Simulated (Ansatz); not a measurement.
This script for Ansatz 0.2.0, Python API starts 5 runs on Cs, space group P6_3/mmc. What input does the engine get in each?

The script, `run_xc.py`:
```python
"""One structure of Cs under several functionals."""

import logging
import sys

import ansatz as az
from ase import Atoms

logging.basicConfig(stream=sys.stdout, format="%(name)s: %(message)s")
logger = logging.getLogger("run")
logger.setLevel(logging.INFO)

KSPACING = 0.32

atoms = Atoms(
    ["Cs", "Cs"],
    scaled_positions=[
        [1 / 3, 2 / 3, 0.25],
        [2 / 3, 1 / 3, 0.75],
    ],
    cell=[
        [5.56630605, 0.0, 0.0],
        [-2.78315303, 4.82056245, 0.0],
        [0.0, 0.0, 9.25847896],
    ],
    pbc=True,
)
cs = az.Crystal.from_ase(atoms)

calc = cs.calculation()
calc = calc.kpoints(spacing=KSPACING)
calc = calc.occupations(az.OccupationsMethod.FERMI_DIRAC)

rows = []
for value in ["r2scan", "lda", "blyp", "revpbe", "pbesol"]:
    r = calc.functional(value).run(threads=1).report
    rows.append((value, r["free_energy_ev"] / len(r["lattice"]["sites"]), r["n_iterations"], r["n_kpoints"]))

logger.info("  functional   F/atom (eV)    iterations      k-points")
for row in rows:
    logger.info(f"{str(row[0]):>12s}  {row[1]:12.5f}  {row[2]:12d}  {row[3]:12d}")
```

Run 1:
```yaml
crystal:
  lattice:
    - [5.56630605, 0.0, 0.0]
    - [-2.78315303, 4.82056245, 0.0]
    - [0.0, 0.0, 9.25847896]
  atoms:
    - { symbol: Cs, position: [0.3333333333333333, 0.6666666666666666, 0.25] }
    - { symbol: Cs, position: [0.6666666666666666, 0.3333333333333333, 0.75] }
kpoints:
  mp_grid:
    kspacing: 0.32
hamiltonian:
  xc: r2scan
scf:
  occupations:
    method: fermi_dirac
```

Run 2, against run 1:
```diff
-  xc: r2scan
+  xc: lda
```

Run 3, against run 1:
```diff
-  xc: r2scan
+  xc: blyp
```

Run 4, against run 1:
```diff
-  xc: r2scan
+  xc: revpbe
```

Run 5, against run 1:
```diff
-  xc: r2scan
+  xc: pbesol
```

Output of `python run_xc.py`:
```text
DeckWarning: basis.ecutwfc = 500 eV, auto-derived from the records' recommended cutoffs: set by Cs (their level for a meta-GGA)
DeckWarning: basis.ecutwfc = 420 eV, auto-derived from the records' recommended cutoffs: set by Cs (normal level)
run:   functional   F/atom (eV)    iterations      k-points
run:       r2scan   -5685.95127             8            10
run:          lda   -5504.85276             7            10
run:         blyp   -5689.42536             7            10
run:       revpbe   -5677.67897             7            10
run:       pbesol   -5585.81248             6            10
```
(Warnings from the package without file and line.)

Reading the output:
- BLYP can be off by several per cent in the lattices of metals, and by several GPa in the pressure at a fixed cell.
- For a metal this k-point mesh is coarse: on a finer one energies can move by several to tens of meV an atom and pressures by half a GPa or more, differences at one mesh by less.
- This isn't the structure that Cs takes at ambient conditions.
- Total energies of different functionals can't be compared; pressures, moments and gaps at this one structure can.
- Finished in 7.7 s on 1 thread of Intel(R) Xeon(R) 6975P-C (Granite Rapids), with other jobs on the host, peak memory 0.93 GiB.

(Lines on the test bed's own set-up are left out of the output.)
